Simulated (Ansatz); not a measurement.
## Run record: CuO

CuO is taken as an experimental structure (space group C2/c), 4 atoms in the cell. Source: COD entry 9015924; the sample's temperature and pressure aren't taken into account, and it need not be the stable phase.

All numbers below come from Ansatz, DFT, PBE+U, PAW, plane waves, scalar-relativistic.

Input:

```yaml
crystal:
  lattice:
    - [2.3416, -1.7144, 0.0]
    - [2.3416, 1.7144, 0.0]
    - [-0.82974, 0.0, 5.06215]
  atoms:
    - { symbol: Cu, position: [0.0, 0.5, 0.0], spin: 1.0 }
    - { symbol: Cu, position: [0.5, 0.0, 0.5], spin: 1.0 }
    - { symbol: O, position: [0.5719, 0.4281, 0.25] }
    - { symbol: O, position: [0.4281, 0.5719, 0.75] }
magnetization:
  spin_polarized: true
hamiltonian:
  xc: pbe
  pseudopotentials: { kind: paw }
  hubbard: { sites: [{ species: Cu, l: d, u_eff: 4.0 }] }
basis:
  ecutwfc: 420
kpoints:
  mp_grid: { grid: [8, 8, 4] }
scf:
  occupations: { method: gaussian, width: 0.02 }
  lower_state_search: "off"
  algorithm: density_mixing
  max_iter: 50
  mixing: { algorithm: broyden, ndim: 8, beta: 0.3, preconditioner: none }
output:
  forces: true
  stress: true
```

Command:
```sh
ansatz run input.yaml --threads 2 --pin off --max-ram 5120MiB --backend cpu --events-out ev --progress --plain --runs-dir out
```

Program output, abridged:

```
Cu: projections on atomic orbitals take those of the free atom [Ne] 3s2 3p6 3d10 4s1, of charge +0.00 (hamiltonian.pseudopotentials.projection_atoms); the dataset's partial waves leave at most 2.0e-6 of an orbital's norm unspanned inside its sphere
O: projections on atomic orbitals take those of the free atom [He] 2s2 2p4, of charge +0.00 (hamiltonian.pseudopotentials.projection_atoms); the dataset's partial waves leave at most 1.9e-8 of an orbital's norm unspanned inside its sphere
Pseudopotentials: kind: paw
Pseudopotential: Cu, paw, valence charge 19, recommended cutoff 420 eV (normal), Cu.paw.azcp
Pseudopotential: O, paw, valence charge 6, recommended cutoff 420 eV (normal), O.paw.azcp
Functional definition: PBE
Crystal: 4 atoms, lattice volume = 40.643 Å³
Basis set: ecut = 420 eV, 791 PW (Γ), exchange–correlation on 40×40×72 points (8 copies of the dense FFT grid, shifted against one another)
Bands: 32, of which v1, the nominal top of the filled ones, is band 25 counted from 1 (24 counted from 0)
Symmetry: 4 space group operations
Space group: C2/c (ITA 15), of the structure as read, at distance tolerance 3.4e-5 Å
Magnetic group: BNS 15.85 (UNI 92), of the structure as read, at distance tolerance 3.4e-5 Å
k-points: 78 of 256
Non-local potential: Cu, projectors of the file, l = 0: 3, l = 1: 2, l = 2: 3, l = 3: 1
Non-local potential: O, projectors of the file, l = 0: 2, l = 1: 2, l = 2: 1
Initial density: superposition of atomic densities (chi_scale 0.1, normalization cell, long waves kept (reshape's long-wave potential 0.00 eV rms))
Starting moments: Σ|m| = 2 μB on 2 of 4 sites
Initial wavefunctions: pseudopotential atomic-orbital guess
Functional: x = pbe(κ = 0.804, μ = 0.2195149727645171), c = pbe(β = 0.06672455060314922)
iter 1 solved again at ethr=2.06e-3 eV; its pass at ethr=3.10e-3 eV (dr2=1.03e0 eV) is discarded
SCF iter   1: F=—  HF=-14379.914908 eV  |F-HF|=—  |Δ(HF+E_count)|=         —  Δρ=1.10e-1 (↑7.44e-2 ↓1.10e-1)  dr2=1.04e0  dr2_m=2.84e0  M=0.455 μB ∫|m|=0.503 μB  β_m=0.30  ethr=2.06e-3  ⟨swp⟩=1.0  Hψ=24272  notcnv=0
SCF iter   2: F=—  HF=-14380.197466 eV  |F-HF|=—  |Δ(HF+E_count)|=   2.83e-1  Δρ=7.55e-2 (↑7.55e-2 ↓3.86e-2)  dr2=6.37e-1  dr2_m=1.02e0  M=0.666 μB ∫|m|=0.711 μB  β_m=0.30  ethr=2.06e-3  ⟨swp⟩=2.2  Hψ=8024  notcnv=0  κ⁻¹=1.0e0(r=1)
SCF iter   3: F=—  HF=-14380.327526 eV  |F-HF|=—  |Δ(HF+E_count)|=   1.30e-1  Δρ=4.88e-2 (↑4.88e-2 ↓3.81e-2)  dr2=1.03e-1  dr2_m=6.19e-1  M=0.605 μB ∫|m|=0.644 μB  β_m=0.30  ethr=1.27e-3  ⟨swp⟩=2.4  Hψ=7589  notcnv=0  defer=310  κ⁻¹=3.0e-3(r=2)
SCF iter   4: F=—  HF=-14380.517050 eV  |F-HF|=—  |Δ(HF+E_count)|=   1.90e-1  Δρ=2.96e-2 (↑2.96e-2 ↓2.94e-2)  dr2=4.22e-3  dr2_m=3.23e-1  M=0.604 μB ∫|m|=0.639 μB  β_m=0.30  ethr=2.06e-4  ⟨swp⟩=2.5  Hψ=8053  notcnv=0  defer=310  κ⁻¹=4.5e-4(r=3)
SCF iter   5: F=—  HF=-14380.559653 eV  |F-HF|=—  |Δ(HF+E_count)|=   4.26e-2  Δρ=2.21e-2 (↑2.21e-2 ↓1.86e-2)  dr2=4.11e-3  dr2_m=1.54e-1  M=0.627 μB ∫|m|=0.659 μB  β_m=0.30  ethr=8.43e-6  ⟨swp⟩=2.1  Hψ=6611  notcnv=0  defer=310  κ⁻¹=7.0e-6(r=4)
SCF iter   6: F=—  HF=-14380.583113 eV  |F-HF|=—  |Δ(HF+E_count)|=   2.35e-2  Δρ=1.65e-2 (↑1.34e-2 ↓1.65e-2)  dr2=4.49e-3  dr2_m=8.26e-2  M=0.626 μB ∫|m|=0.656 μB  β_m=0.30  ethr=8.22e-6  ⟨swp⟩=2.3  Hψ=7947  notcnv=0  defer=310  κ⁻¹=1.8e-6(r=5)
SCF iter   7: F=—  HF=-14380.594692 eV  |F-HF|=—  |Δ(HF+E_count)|=   1.16e-2  Δρ=1.01e-2 (↑1.01e-2 ↓9.49e-3)  dr2=1.33e-4  dr2_m=3.58e-2  M=0.652 μB ∫|m|=0.681 μB  β_m=0.30  ethr=8.22e-6  ⟨swp⟩=2.0  Hψ=6504  notcnv=0  defer=310  κ⁻¹=5.5e-7(r=6)
SCF iter   8: F=—  HF=-14380.602006 eV  |F-HF|=—  |Δ(HF+E_count)|=   7.31e-3  Δρ=7.10e-3 (↑7.10e-3 ↓5.93e-3)  dr2=5.82e-4  dr2_m=1.58e-2  M=0.671 μB ∫|m|=0.698 μB  β_m=1.00  ethr=2.66e-7  ⟨swp⟩=2.2  Hψ=8199  notcnv=0  defer=310  κ⁻¹=6.8e-8(r=7)
SCF iter   9: F=—  HF=-14380.605145 eV  |F-HF|=—  |Δ(HF+E_count)|=   3.14e-3  Δρ=1.35e-3 (↑1.08e-3 ↓1.35e-3)  dr2=6.04e-4  dr2_m=3.65e-4  M=0.692 μB ∫|m|=0.723 μB  β_m=1.00  ethr=2.66e-7  ⟨swp⟩=2.0  Hψ=8953  notcnv=0  defer=310  κ⁻¹=1.6e-8(r=8)
SCF iter  10: F=—  HF=-14380.608591 eV  |F-HF|=—  |Δ(HF+E_count)|=   3.45e-3  Δρ=2.00e-3 (↑1.11e-3 ↓2.00e-3)  dr2=1.66e-3  dr2_m=4.63e-4  M=0.718 μB ∫|m|=0.748 μB  β_m=1.00  ethr=2.66e-7  ⟨swp⟩=2.1  Hψ=8663  notcnv=0  defer=310  κ⁻¹=6.5e-8(r=8)
[... 17 iterations left out ...]
SCF iter  28: F=—  HF=-14380.695850 eV  |F-HF|=—  |Δ(HF+E_count)|=   1.60e-2  Δρ=6.40e-3 (↑3.55e-3 ↓6.40e-3)  dr2=8.93e-3  dr2_m=5.23e-3  M=1.857 μB ∫|m|=1.910 μB  β_m=1.20  ethr=2.66e-7  ⟨swp⟩=3.2  Hψ=15227  notcnv=0  defer=363  κ⁻¹=1.8e-2(r=2)
SCF iter  29: F=—  HF=-14380.695490 eV  |F-HF|=—  |Δ(HF+E_count)|=   3.60e-4  Δρ=4.45e-3 (↑2.19e-3 ↓4.45e-3)  dr2=6.95e-3  dr2_m=1.37e-3  M=1.875 μB ∫|m|=1.931 μB  β_m=1.20  ethr=2.66e-7  ⟨swp⟩=2.0  Hψ=9233  notcnv=0  defer=360  κ⁻¹=3.0e-4(r=3)
SCF iter  30: F=—  HF=-14380.698152 eV  |F-HF|=—  |Δ(HF+E_count)|=   2.66e-3  Δρ=7.40e-4 (↑7.40e-4 ↓4.93e-4)  dr2=1.28e-4  dr2_m=4.00e-5  M=1.890 μB ∫|m|=1.954 μB  β_m=1.20  ethr=2.66e-7  ⟨swp⟩=2.7  Hψ=10309  notcnv=0  defer=360  κ⁻¹=6.9e-5(r=4)
SCF iter  31: F=—  HF=-14380.699324 eV  |F-HF|=—  |Δ(HF+E_count)|=   1.17e-3  Δρ=5.36e-4 (↑2.78e-4 ↓5.36e-4)  dr2=5.59e-5  dr2_m=3.96e-5  M=1.898 μB ∫|m|=1.962 μB  β_m=1.20  ethr=2.56e-7  ⟨swp⟩=2.0  Hψ=8466  notcnv=0  defer=360  κ⁻¹=2.6e-5(r=5)
SCF iter  32: F=—  HF=-14380.699570 eV  |F-HF|=—  |Δ(HF+E_count)|=   2.46e-4  Δρ=2.15e-4 (↑1.30e-4 ↓2.15e-4)  dr2=1.16e-5  dr2_m=4.59e-6  M=1.899 μB ∫|m|=1.964 μB  β_m=1.20  ethr=1.12e-7  ⟨swp⟩=2.0  Hψ=6995  notcnv=0  defer=360  κ⁻¹=3.9e-6(r=6)
SCF iter  33: F=—  HF=-14380.699750 eV  |F-HF|=—  |Δ(HF+E_count)|=   1.80e-4  Δρ=2.65e-4 (↑1.22e-4 ↓2.65e-4)  dr2=1.78e-5  dr2_m=1.07e-5  M=1.903 μB ∫|m|=1.969 μB  β_m=1.20  ethr=2.32e-8  ⟨swp⟩=2.0  Hψ=8532  notcnv=0  defer=360  κ⁻¹=5.9e-7(r=7)
SCF iter  34: F=—  HF=-14380.699759 eV  |F-HF|=—  |Δ(HF+E_count)|=   9.01e-6  Δρ=1.22e-4 (↑4.75e-5 ↓1.22e-4)  dr2=4.73e-6  dr2_m=1.79e-6  M=1.904 μB ∫|m|=1.971 μB  β_m=1.20  ethr=2.32e-8  ⟨swp⟩=2.0  Hψ=7110  notcnv=0  defer=360  κ⁻¹=2.4e-7(r=8)
SCF iter  35: F=—  HF=-14380.699766 eV  |F-HF|=—  |Δ(HF+E_count)|=   6.62e-6  Δρ=4.02e-5 (↑4.02e-5 ↓4.02e-5)  dr2=1.64e-7  dr2_m=4.97e-7  M=1.906 μB ∫|m|=1.973 μB  β_m=1.20  ethr=9.45e-9  ⟨swp⟩=2.1  Hψ=7794  notcnv=0  defer=360  κ⁻¹=1.9e-7(r=8)
SCF iter  36: F=—  HF=-14380.699768 eV  |F-HF|=—  |Δ(HF+E_count)|=   2.20e-6  Δρ=1.03e-5 (↑5.29e-6 ↓1.03e-5)  dr2=3.77e-8  dr2_m=5.00e-9  M=1.905 μB ∫|m|=1.972 μB  β_m=1.20  ethr=2.00e-10  ⟨swp⟩=2.0  Hψ=17937  notcnv=0  κ⁻¹=4.8e-6(r=8)
SCF iter  37: F=-14380.699768 eV  HF=-14380.699768 eV  |F-HF|=5.66e-8  |Δ(HF+E_count)|=   1.33e-7  Δρ=4.98e-6 (↑4.48e-6 ↓4.98e-6)  dr2=9.23e-9  dr2_m=1.62e-9  M=1.905 μB ∫|m|=1.972 μB  ethr=7.55e-11  ⟨swp⟩=3.0  Hψ=13445  notcnv=0
the last iteration of the SCF fills more bands at one k-point than at another: 25 at σ=↑ k=0 and 26 at σ=↑ k=1; 24 at σ=↓ k=0 and 25 at σ=↓ k=67 (a band counts as filled where it holds over half of its capacity, the bands of one level by their mean; [...]
SCF 1 converged in 37 iterations: F = -14380.699768 eV  dr2 = 9.23e-9
  greatest PAW one-centre occupation: 1.000 electrons in one spin orbital (limit 2), on the Cu atom at site 1 (counted from 0), in its partial waves of l = 0
this state was not tested for a lower state beside it, because the mixer in use, unlike msr1, does not test its closes by its own steps (another_mixer; see scf.mixing.algorithm and scf.lower_state_search)
SCF converged after 37 iterations
Magnetization: 1.9054 μB (25.9527 up, 24.0473 down)
Absolute magnetization: 1.9510 μB (∫|ρ↑−ρ↓|, with the PAW one-centre terms)
Spin contamination: 0.0057 ħ² per cell (⟨S²⟩ above its minimum at these occupations)
Per-site moments (μB) at R_I (Å): [(0.6031, 0.7985), (0.6031, 0.7985), (0.3182, 0.7985), (0.3182, 0.7985)]
Free energy (F): -14380.699768 eV
Harris-Foulkes:  -14380.699768 eV  (|F-HF|=5.66e-8)
Internal energy: -14380.699587 eV  (E = F + TS)
E sigma→0 (E₀):  -14380.699678 eV
Entropy (-TS):   -0.000181 eV (-0.045 meV/atom)
Fermi energy:    11.834508 eV
--- Per-component energies (eV) ---
  E_band       = -895.001239
  E_kinetic    = 943.570035
  E_local      = -9678.950675  (includes V_loc(G=0)·N_el)
  E_nonlocal   = 876.859787
  E_hartree    = 4190.300272
  E_xc         = -323.977124
  E_vxc        = -415.909512  (∫ρ·V_xc dr)
  E_hubbard    = 1.300475  (on-site DFT+U / exact-exchange correction)
  E_vhub       = -34.887977  (the Hubbard potential's part of the band-sum identity)
  E_paw        = -3637.890214  (= ΣΔE_a)
  E_vpaw       = -966.284667  (= ΣTr[D̂ρ^β])
  E_aug_tail   = 0.005598  (compensation charges beyond the density's cutoff)
  E_ewald      = -6751.917741
  E_smearing   = -0.000181  (= −TS)
  E_closure    = -0.000000  (closes the sum)
  Σ components = -14380.699768   (vs F -14380.699768, Δ=0.00e0)
--- Forces (eV/Å), atoms counted from 1 ---
  atom   1  Cu     0.00000000     0.00000000    -0.00000000
  atom   2  Cu    -0.00000000     0.00000000     0.00000000
  atom   3  O      0.00000000    -0.07155516     0.00000000
  atom   4  O      0.00000000     0.07155516     0.00000000
  max |Σ_I F_I| component: 1.26e-29 eV/Å
--- Stress (GPa, compression-positive) ---
        7.461521       0.000000       1.228613
        0.000000       9.329982       0.000000
        1.228872       0.000000      10.168043
  P = ⅓ Tr σ = 8.9865 GPa (89.865 kbar)
```

A small moment in a metal is sensitive to the mesh and the smearing. A static U favours moments and orbital order; the result depends on U and need not be the measured state. Only one magnetic start was run, with no search, so the state need not be the lowest.

The run took 17 s on 2 threads of Arm Neoverse V2 (shared host), peak memory 0.47 GiB.
